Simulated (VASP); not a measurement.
# Nb (Fm-3m) in VASP: further runs

Runs on Nb. Level: PBEsol. Tasks: single point, relaxation of cell and atoms.

Program: VASP 6.6.1. These are calculated values, not measurements. Logs are shortened: lines on timing, memory, paths and dates and some standing lists are left out, and cuts for length are marked.

## (1) The structure

Symmetry: Fm-3m, No. 225, cubic system. Conventional cell: a = 4.170 Å, b = 4.170 Å, c = 4.170 Å, α = 90.00°, β = 90.00°, γ = 90.00°. Nb (site symmetry m-3m) is surrounded by 12 Nb at 2.95 Å.

This isn't the form of Nb at room conditions, which is bcc.

## (2) Single point, PBEsol (strained and moved within a subgroup)

Contents of INCAR:

```
PREC = Accurate ; ENCUT = 520
EDIFF = 1E-7 ; ISMEAR = 0
SIGMA = 0.1 ; LREAL = F
LASPH = T ; NELM = 100
ALGO = Fast ; ISIF = 2
LWAVE = F ; LCHARG = T
GGA = PS ; LELF = T
LVHAR = T ; NBANDS = 12
```

Contents of KPOINTS:

```
Automatic mesh
0
Gamma
  16 16 16
```

Contents of POSCAR:

```
Nb
1.0
    0.0000000000      2.1005334000      2.1005334000
    2.1322584000      0.0000000000      2.1005334000
    2.1322584000      2.1005334000      0.0000000000
Nb
1
Direct
    0.0000000000      0.0000000000      0.0000000000
```

Potentials or basis: VASP PAW PBE potentials, release 64 (Nb_sv).

The run is started by

```bash
cat potpaw_PBE.64/Nb_sv/POTCAR > POTCAR
mpirun -np 1 vasp_std > vasp.out
```

OUTCAR:

```text
PREC = Accurate
   ENCUT = 520
   EDIFF = 1E-7
   ISMEAR = 0
   LREAL = F
   LASPH = T
   NELM = 100
   ISIF = 2
   GGA = PS

 ion  position               nearest neighbor table
   1  0.000  0.000  0.000-

  LATTYP: Found a body centered tetragonal cell.
 ALAT       =     2.9706028225
 C/A-ratio  =     1.4355728634

  Lattice vectors:

 A1 = (   2.1322584000,   0.0000000000,   2.1005334000)
 A2 = (   2.1322584000,   0.0000000000,  -2.1005334000)
 A3 = (  -2.1322584000,   2.1005334000,   0.0000000000)

Analysis of symmetry for initial positions (statically):
=====================================================================
 Subroutine PRICEL returns:
 Original cell was already a primitive cell.

 Routine SETGRP: Setting up the symmetry group for a
 body centered tetragonal supercell.

 Subroutine GETGRP returns: Found 16 space group operations
 (whereof 16 operations were pure point group operations)
 out of a pool of 16 trial point group operations.

The static configuration has the point symmetry D_4h.

Analysis of symmetry for dynamics (positions and initial velocities):
=====================================================================
 Subroutine PRICEL returns:
 Original cell was already a primitive cell.

 Routine SETGRP: Setting up the symmetry group for a
 body centered tetragonal supercell.

 Subroutine GETGRP returns: Found 16 space group operations
 (whereof 16 operations were pure point group operations)
 out of a pool of 16 trial point group operations.

The dynamic configuration has the point symmetry D_4h.

 Subroutine INISYM returns: Found 16 space group operations
 (whereof 16 operations are pure point group operations),
 and found     1 'primitive' translations

----------------------------------------------------------------------------------------

                                     Primitive cell

  volume of cell :      18.8161

  direct lattice vectors                    reciprocal lattice vectors
     0.000000000  2.100533400  2.100533400    -0.234493155  0.238034777  0.238034777
     2.132258400  0.000000000  2.100533400     0.234493155 -0.238034777  0.238034777
     2.132258400  2.100533400  0.000000000     0.234493155  0.238034777 -0.238034777

  length of vectors
     2.970602822  2.993119852  2.993119852     0.410253763  0.410253763  0.410253763

  position of ions in fractional coordinates (direct lattice)
     0.000000000  0.000000000  0.000000000

  ion indices of the primitive-cell ions
   primitive index   ion index
                 1           1

----------------------------------------------------------------------------------------

 KPOINTS: Automatic mesh

Automatic generation of k-mesh.
 Grid dimensions read from file:
 generate k-points for:   16   16   16

 Generating k-lattice:

  Cartesian coordinates                     Fractional coordinates (reciprocal lattice)
    -0.014655822  0.014877174  0.014877174     0.062500000  0.000000000  0.000000000
     0.014655822 -0.014877174  0.014877174     0.000000000  0.062500000  0.000000000
     0.014655822  0.014877174 -0.014877174     0.000000000  0.000000000  0.062500000

  Length of vectors
     0.025640860  0.025640860  0.025640860

  Shift w.r.t. Gamma in fractional coordinates (k-lattice)
     0.000000000  0.000000000  0.000000000

 Subroutine IBZKPT returns following result:
 ===========================================

 Found    349 irreducible k-points:

 Following reciprocal coordinates:
            Coordinates               Weight
  0.000000  0.000000  0.000000      1.000000
  0.062500  0.000000  0.000000      8.000000
  0.125000  0.000000  0.000000      8.000000
  0.187500  0.000000  0.000000      8.000000
  0.250000  0.000000  0.000000      8.000000
  0.312500  0.000000  0.000000      8.000000
[... 16 lines left out ...]
 -0.125000  0.062500  0.000000     16.000000
 -0.062500  0.062500  0.000000      8.000000
 [... further k-points ...]
   k-points           NKPTS =    349   k-points in BZ     NKDIM =    349   number of bands    NBANDS=     12
   number of dos      NEDOS =    301   number of ions     NIONS =      1
   total plane-waves  NPLWV =  13824
   dimension x,y,z NGX =    24 NGY =   24 NGZ =   24
   dimension x,y,z NGXF=    48 NGYF=   48 NGZF=   48
   ions per type =               1
   NGX,Y,Z   is equivalent  to a cutoff of  13.43, 13.33, 13.33 a.u.
   NGXF,Y,Z  is equivalent  to a cutoff of  26.86, 26.66, 26.66 a.u.
 SYSTEM =  unknown system
   PREC   = accura    normal or accurate (medium, high low for compatibility)
   ISTART =      0    job   : 0-new  1-cont  2-samecut
   ICHARG =      2    charge: 1-file 2-atom 10-const
   ISPIN  =      1    spin polarized calculation?
   LNONCOLLINEAR =      F non collinear calculations
   LSORBIT =      F    spin-orbit coupling
   LASPH  =      T    aspherical Exc in radial PAW
   ENCUT  =  520.0 eV  38.22 Ry    6.18 a.u.   5.52  5.57  5.57*2*pi/ulx,y,z
   NELM   =    100;   NELMIN=  2; NELMDL= -5     # of ELM steps
   EDIFF  = 0.1E-06   stopping-criterion for ELM
   LREAL  =      F    real-space projection
   EDIFFG = 0.1E-05   stopping-criterion for IOM
   NSW    =      0    number of steps for IOM
   IBRION =     -1    ionic relax: 0-MD 1-quasi-New 2-CG
   NFREE  =      0    steps in history (QN), initial steepest desc. (CG)
   ISIF   =      2    stress and relaxation
   ISYM   =      2    0-nonsym 1-usesym 2-fastsym
   POTIM  = 0.5000    time-step for ionic-motion
   TEBEG  =    0.0;   TEEND  =   0.0 temperature during run
   PSTRESS=    0.0 pullay stress
   NELECT =      13.0000    total number of electrons
   NUPDOWN=      -1.0000    fix difference up-down
   EMIN   =  10.00;   EMAX   =-10.00  energy-range for DOS
   EFERMI =   0.00;   METHOD = LEGACY
   ISMEAR =     0;   SIGMA  =   0.10  broadening in eV -4-tet -1-fermi 0-gaus
   EFERMI_NEDOS =   21; number of points for ismear=-14 and -15
   IALGO  =     68    algorithm
   IMIX   =      4    mixing-type and parameters
     AMIX     =   0.40;   BMIX     =  1.00
     AMIX_MAG =   1.60;   BMIX_MAG =  1.00
  volume/ion in A,a.u.               =      18.82       126.98
  Fermi-wavevector in a.u.,A,eV,Ry     =   1.447259  2.734923 28.498202  2.094559
  Thomas-Fermi vector in A             =   2.565234
   LORBIT       =      0    0 simple, 1 ext, 2 COOP (PROOUT), +10 PAW based schemes
   GGA     = PS    functional components
   LHFCALC =     F    Hartree Fock is set to
   AEXX    =    0.0000 exact exchange contribution
   IVDW    =     0    specifies the selected vdW correction
   LEPSILON=     F    determine dielectric tensor
   LRPA    =     F    only Hartree local field effects (RPA)
 non-spin polarized calculation
 RMM-DIIS sequential band-by-band and
 Gauss-broadening in eV      SIGMA  =   0.10
  energy-cutoff  :      520.00
  volume of cell :       18.82
 maximum number of plane-waves:       532
 NGX is ok and might be reduce to    24
   NGX = 11   NGY = 11   NGZ = 11

 number of electron      13.0000001 magnetization

 Free energy of the ion-electron system (eV)
  ---------------------------------------------------
  ext. energy  EPLUGINS =         0.00000000
  ---------------------------------------------------
  free energy    TOTEN  =       -10.59709728 eV

  energy without entropy =      -10.58922768  energy(sigma->0) =      -10.59316248

 E-fermi :  10.7863     XC(G=0): -12.4071

 val. band max:       10.7861735933   @ k =   0.0000   0.0000   0.0000
 cond. band min:      10.7976144658   @ k =   0.3750  -0.4375   0.1250
 fundamental gap:      0.0114408725
 Fermi energy:        10.7863280388

 k-point     1 :       0.0000    0.0000    0.0000
  band No.  band energies     occupation
      1     -43.9011      2.00000
      2     -19.3137      2.00000
      3     -19.3118      2.00000
      4     -19.3118      2.00000
      5       4.5516      2.00000
      6      10.7862      1.00174
      7      10.9615      0.01325
      8      10.9615      0.01325
      9      13.3644      0.00000
     10      13.5998      0.00000
     11      22.6297      0.00000
     12      27.0690      0.00000

 k-point     2 :       0.0625    0.0000    0.0000
  band No.  band energies     occupation
      1     -43.8939      2.00000
      2     -19.3608      2.00000
      3     -19.3195      2.00000
      4     -19.3173      2.00000
      5       4.6975      2.00000
      6      10.7520      1.37237
      7      10.9487      0.02166
      8      11.0291      0.00060
      9      13.3086      0.00000
     10      13.5352      0.00000
     11      22.9235      0.00000
     12      26.7047      0.00000

 k-point     3 :       0.1250    0.0000    0.0000
  band No.  band energies     occupation
      1     -43.8733      2.00000
      2     -19.4969      2.00000
      3     -19.3378      2.00000
      4     -19.3329      2.00000
      5       5.1119      2.00000
      6      10.5024      1.99994
      7      11.0817      0.00003
      8      11.1996      0.00000
      9      13.2004      0.00000
     10      13.3970      0.00000
     11      23.6846      0.00000
     12      25.5939      0.00000
[... 286 lines left out ...]
 k-point    23 :      -0.1250    0.0625    0.0000
  band No.  band energies     occupation
      1     -43.8584      2.00000
      2     -19.5744      2.00000
      3     -19.3797      2.00000
      4     -19.3355      2.00000
      5       5.4148      2.00000
      6      10.2809      2.00000
      7      11.2289      0.00000
      8      11.3141      0.00000
      9      12.8922      0.00000
     10      13.5880      0.00000
     11      24.2076      0.00000
     12      25.2810      0.00000

 k-point    24 :      -0.0625    0.0625    0.0000
  band No.  band energies     occupation
      1     -43.8824      2.00000
      2     -19.4268      2.00000
      3     -19.3457      2.00000
      4     -19.3210      2.00000
      5       4.9319      2.00000
      6      10.5655      1.99821
      7      11.0491      0.00020
      8      11.1583      0.00000
      9      13.1168      0.00000
     10      13.5555      0.00000
     11      23.3814      0.00000
     12      26.1472      0.00000

 [... further k-points ...]

------------------------ aborting loop because EDIFF is reached ----------------------------------------

  FORCE on cell =-STRESS in cart. coord.  units (eV):
  Direction    XX          YY          ZZ          XY          YZ          ZX
  --------------------------------------------------------------------------------------
  -------------------------------------------------------------------------------------
  Total       -0.4170400     -0.9058535     -0.9058535      0.0000000      0.0000000     -0.0000000
  in kB      -35.5107065    -77.1328806    -77.1328806      0.0000000      0.0000000     -0.0000000
  external PRESSURE =     -63.2588226 kB  Pullay stress =       0.0000000 kB

 VOLUME and BASIS-vectors are now :
 -----------------------------------------------------------------------------
  energy-cutoff  :      520.00
  volume of cell :       18.82
      direct lattice vectors                 reciprocal lattice vectors
     0.000000000  2.100533400  2.100533400    -0.234493155  0.238034777  0.238034777
     2.132258400  0.000000000  2.100533400     0.234493155 -0.238034777  0.238034777
     2.132258400  2.100533400  0.000000000     0.234493155  0.238034777 -0.238034777

 POSITION                                       TOTAL-FORCE (eV/Angst)
 -----------------------------------------------------------------------------------
      0.00000      0.00000      0.00000         0.000000      0.000000     -0.000000
 -----------------------------------------------------------------------------------
    total drift:                                0.000000      0.000000     -0.000000

  FREE ENERGIE OF THE ION-ELECTRON SYSTEM (eV)
  ---------------------------------------------------
  free  energy   TOTEN  =       -10.5970972776 eV

  energy  without entropy=      -10.5892276752  energy(sigma->0) =      -10.59316248
```

Wall time 52 s (1 thread of Intel Xeon 6975P-C (Granite Rapids), shared host); peak memory 0.19 GiB.

Results:

```
Free energy            : -10.5971 eV
Pressure               : -6.3 GPa
Band gap on the k mesh : none (metal or under the smearing width)
```

Levels at points of the mesh, in eV from the Fermi level:
```tsv
k point	band 4	band 5	band 6	band 7	band 8	band 9
(0.00, 0.00, 0.00)	-30.10	-6.23	0.00	0.18	0.18	2.58
(0.50, 0.00, 0.00)	-30.24	-3.83	-0.17	0.02	1.37	4.62
(0.50, 0.50, 0.00)	-30.51	-4.05	-3.31	3.66	4.64	5.16
(0.00, 0.50, 0.50)	-30.50	-4.04	-3.28	3.39	4.66	5.24
```

Caveat: the PAW data sets were made with another functional, which shifts forces and pressure a little.

(Part 1 of 2 ends here.)
